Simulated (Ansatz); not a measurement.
PbS under changes of volume

One of the cells (27.435 Å³/atom); the others are scaled copies at fixed shape and fractional positions:

```
Pb S
1.0
     4.08970    0.00000    0.00000
    -2.04485    3.54178    0.00000
     0.00000    0.00000    3.78817
Pb S
1 1
Cartesian
  0.0000 0.0000 0.0000
  2.0448 1.1806 1.8941
```

Measurements of this composition are mostly on another form, of space group No. 225.

| Item | Value |
| --- | --- |
| Program | Ansatz 0.2.0 |
| Functional | LDA |
| Potentials or basis | all-electron LAPW, scalar-relativistic |
| Cutoff | 170 eV (chosen from the basis error) |
| Basis error allowed | 0.001 eV/atom |
| k mesh | 8 × 8 × 7 |
| Occupations | fermi-dirac, width 0.05 eV |
| Spin | no spin polarisation |

```csv
volume (Å³/atom),energy over the lowest point (meV/atom),pressure (GPa)
25.789,0.00,-1.5
26.338,?,?
26.887,17.44,-3.5
27.435,30.87,-4.4
27.984,47.02,-5.1
28.533,65.72,-5.8
29.082,86.76,-6.5
```

Problem. What does the run at 26.338 Å³/atom give?

Solution. Energy over the lowest point 6.98 meV/atom; pressure -2.6 GPa.

Worked out: A Birch-Murnaghan fit of order 3 (a polynomial in V^(-2/3)) to the other rows has its minimum at 25.03 Å³/atom, just outside them, with B0 = V·E''(V) = 55 GPa and B' = 3.1 at fixed shape and positions, which overstates the stiffness. It gives 7.07 meV/atom at 26.338 Å³/atom, against the run's 6.98, and -dE/dV = -2.6 GPa, against -2.6.

Energies are extrapolated to zero smearing.
